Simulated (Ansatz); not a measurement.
Pb under changes of volume

One of the cells (31.034 Å³/atom); the others are scaled copies at fixed shape and fractional positions:

```xyz
1
Lattice="-1.9797 1.9797 1.9797 1.9797 -1.9797 1.9797 1.9797 1.9797 -1.9797" Properties=species:S:1:pos:R:3 pbc="T T T"
Pb    0.0000    0.0000    0.0000
```

This isn't the form of Pb at room conditions, which is fcc.

| Quantity | Value |
| --- | --- |
| Program | Ansatz 0.2.0 |
| Functional | LDA |
| Potentials or basis | all-electron LAPW, scalar-relativistic |
| Cutoff | 163 eV (chosen from the basis error) |
| Basis error allowed | 0.001 eV/atom |
| k mesh | 9 × 9 × 9 |
| Occupations | fermi-dirac, width 0.05 eV |
| Spin | no spin polarisation |

```tsv
volume (Å³/atom)	energy over the lowest point (meV/atom)	pressure (GPa)
29.172	0.00	-0.8
29.792	5.35	-1.8
30.413	14.40	-2.7
31.034	?	?
31.654	41.62	-4.0
32.275	58.87	-4.6
32.896	77.99	-5.0
```

Problem. What does the run at 31.034 Å³/atom give?

Solution. Energy over the lowest point 26.64 meV/atom; pressure -3.4 GPa.

Worked out: A Birch-Murnaghan fit of order 3 (a polynomial in V^(-2/3)) to the other rows has its minimum at 28.74 Å³/atom, just outside them, with B0 = V·E''(V) = 59 GPa and B' = 6.3. It gives 26.68 meV/atom at 31.034 Å³/atom, against the run's 26.64, and -dE/dV = -3.5 GPa, against -3.4.

Energies are extrapolated to zero smearing.
